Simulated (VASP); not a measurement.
# SiC: kernels and solvers of the Casida equation on one ground state

SiC, F-43m (no. 216), 2 atoms in the cell. PBE, TDDFT by the Casida equation; PAW potentials Si_GW, C_GW (PBE set).

## Input

INCAR.step1:
```
ALGO = Normal
CSHIFT = 0.1
EDIFF = 1E-7
ENCUT = 420
GGA = PE
ISMEAR = 0
KPAR = 4
LASPH = T
LCHARG = F
LOPTICS = T
LWAVE = T
NBANDS = 16
NEDOS = 2000
PREC = Accurate
SIGMA = 0.02
```

INCAR.step2:
```
ALGO = TDHF
ANTIRES = 0
CSHIFT = 0.15
EDIFF = 1E-7
ENCUT = 420
ENCUTGW = 150
GGA = PE
IBSE = 2
ISMEAR = 0
ISTART = 1
KPAR = 4
LADDER = F
LASPH = T
LCHARG = F
LFXC = T
LHARTREE = T
LWAVE = F
NBANDS = 16
NBANDSO = 4
NBANDSV = 4
NBSEEIG = 4
NOMEGA = 1000
OMEGAMAX = 25
PREC = Accurate
PRECFOCK = Fast
SIGMA = 0.02
```

INCAR.step3, as INCAR.step2 but for:
```
- ANTIRES = 0
+ ANTIRES = 1
```

INCAR.step4 changes the same tag again: ANTIRES = 2.

INCAR.step5, as INCAR.step4 but for:
```
- ANTIRES = 2
- LFXC = T
- LHARTREE = T
+ ANTIRES = 0
+ LFXC = F
+ LHARTREE = F
```

INCAR.step6, as INCAR.step5 but for:
```
- ANTIRES = 0
- LHARTREE = F
+ ANTIRES = 2
+ LHARTREE = T
```

INCAR.step7, as INCAR.step6 but for:
```
- ANTIRES = 2
- IBSE = 2
- LFXC = F
+ ANTIRES = 0
+ BSEPREC = High
+ IBSE = 3
+ LFXC = T
```

INCAR.step8, as INCAR.step7 but for:
```
- BSEPREC = High
- IBSE = 3
+ IBSE = 1
```

INCAR.step9, as INCAR.step8 but for:
```
- IBSE = 1
+ IBSE = 0
```

INCAR.step10, as INCAR.step9 but for:
```
- KPAR = 4
```

KPOINTS:
```
k-points
0
Gamma
  6 6 6
```

POSCAR:
```
SiC
1.0
    0.0000000000      2.1790000000      2.1790000000
    2.1790000000      0.0000000000      2.1790000000
    2.1790000000      2.1790000000      0.0000000000
Si C
1 1
Direct
    0.0000000000      0.0000000000      0.0000000000
    0.7500000000      0.7500000000      0.7500000000
```

Commands (each step's output is kept before the next begins):
```
cat potpaw_PBE.64/Si_GW/POTCAR potpaw_PBE.64/C_GW/POTCAR > POTCAR
cp INCAR.step1 INCAR
mpirun -np 4 vasp_std > vasp.out
cp INCAR.step2 INCAR
mpirun -np 4 vasp_std > vasp.out
cp INCAR.step3 INCAR
mpirun -np 4 vasp_std > vasp.out
cp INCAR.step4 INCAR
mpirun -np 4 vasp_std > vasp.out
cp INCAR.step5 INCAR
mpirun -np 4 vasp_std > vasp.out
cp INCAR.step6 INCAR
mpirun -np 4 vasp_std > vasp.out
cp INCAR.step7 INCAR
mpirun -np 4 vasp_std > vasp.out
cp INCAR.step8 INCAR
mpirun -np 4 vasp_std > vasp.out
cp INCAR.step9 INCAR
mpirun -np 4 vasp_std > vasp.out
cp INCAR.step10 INCAR
mpirun -np 1 vasp_std > vasp.out
```

## Result

- Direct gap on the mesh (eV): 4.53
- Gap on the mesh (eV): 1.34
- Bands: 16

One ground state, settings moved in the last step alone:

| Settings | ε at zero frequency | First excitation (eV) | First bright (eV) | Time (s) |
|---|---|---|---|---|
| LOPTICS | 7.78 | – | – | 3 |
| full kernel, Tamm-Dancoff | 7.45 | 4.535 | 4.537 | 21 |
| full kernel, ANTIRES 1 | 7.33 | 4.535 | 4.540 | 22 |
| full kernel, ANTIRES 2 | 7.33 | 4.535 | 4.537 | 44 |
| independent particles | 7.58 | 4.535 | 4.535 | 14 |
| RPA: Hartree term alone, ANTIRES 2 | 7.03 | 4.535 | 4.541 | 45 |
| Lanczos (IBSE 3) | 7.45 | – | – | 13 |
| time evolution (IBSE 1) | 7.42 | – | – | 47 |
| KPAR with the old driver (IBSE 0) | – | – | – | no result |
| old driver (IBSE 0) on one core | 7.45 | 4.535 | 4.537 | 72 |

Make-up of the lowest excitation, one of several of nearly equal energy, so its shares depend on the choice among them:

| k point | From band | To band | Share |
|---|---|---|---|
| 0.000 0.500 0.500 | 4 | 5 | 0.29 |
| 0.500 0.000 0.500 | 3 | 5 | 0.28 |
| 0.500 0.000 0.500 | 4 | 5 | 0.21 |
| 0.000 0.500 0.500 | 3 | 5 | 0.21 |
| 0.500 0.500 0.000 | 4 | 5 | 0.01 |
| 0.500 0.500 0.000 | 3 | 5 | 0.00 |

Limits: The 6×6×6 mesh is coarse for a spectrum: peaks stand apart that a denser mesh merges; the pairs hold 4 valence and 4 conduction bands, and what lies beyond is missing from ε.

VASP 6.6.1 took 285 s on 4 cores (Intel Xeon Platinum 8259CL @ 2.50GHz (Skylake/Cascade Lake)), a shared host.
